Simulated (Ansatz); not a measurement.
## H started at a second open point in rocksalt SrO, 65 atoms, charge 0

All numbers come from Ansatz (PAW, plane waves, no spin–orbit coupling) at the single k point (¼, ¼, ¼) without its symmetry partners. The atoms were relaxed with PBEsol in a fixed cell; other functionals are single points on those atoms unless said otherwise. The valence top and gap of the host come from its small cell on a dense mesh, with the band extrema sought between the mesh points, lined up by the mean potential, PBEsol gap 3.20 eV, HSE06 gap 4.79 eV.

Cell: a = 10.245 Å, b = 10.245 Å, c = 10.245 Å, α = 90.00°, β = 90.00°, γ = 90.00°.

Nearest atoms after relaxation, from the placed atom (for vacancies from the middle of the vacant sites): Sr at 2.25 Å, Sr at 2.25 Å, Sr at 2.25 Å, Sr at 2.25 Å, O at 2.28 Å, O at 2.29 Å, O at 2.29 Å, O at 2.29 Å.

Chemical potentials μ are those of reference phases of the elements at zero temperature by the same functional (the usual solids, diamond for C, grey Sn, and the molecules H2, N2, O2, F2, Cl2, Br2 and S8).

| functional | E(defect) − E(host) − Σ nμ + q·E_VBM (eV) | monopole (eV) | alignment (eV) | formation energy at E_F = VBM (eV) | moment (μB) | wall time, shared host |
| --- | --- | --- | --- | --- | --- | --- |
| PBEsol | 2.29 | 0.00 | 0.00 | 2.29 | 1.0 | 21 s on NVIDIA GB300 (relaxation) |

Task: Estimate the formation energy and moment that HSE06 gives on these atoms.

Result: 2.73 eV at E_F = VBM, moment 1.0 μB.

HSE06 one-electron levels near the gap (the ten most localised at most), from the host's valence top:

```
level (eV)  spin  filling  atoms sharing it  element of the atom with most weight
     -0.29  down     1.00              22.6                                spread
     -0.29  down     1.00              22.6                                spread
     -0.27  down     1.00               5.2                                     O
     -0.27  down     1.00              17.7                                     O
     -0.27  down     1.00              17.8                                     O
     -0.26    up     1.00              24.8                                spread
     -0.16  down     1.00              12.5                                     O
     -0.16  down     1.00              12.5                                     O
      0.62    up     1.00               6.7                                     H
      3.06  down     0.00               4.2                                     H
```

All elements are taken at their own reference at once; growth conditions in equilibrium with the host shift these energies, by up to the host's formation enthalpy.

One k point and a cell of this size can leave errors of several tenths of an eV in such numbers.
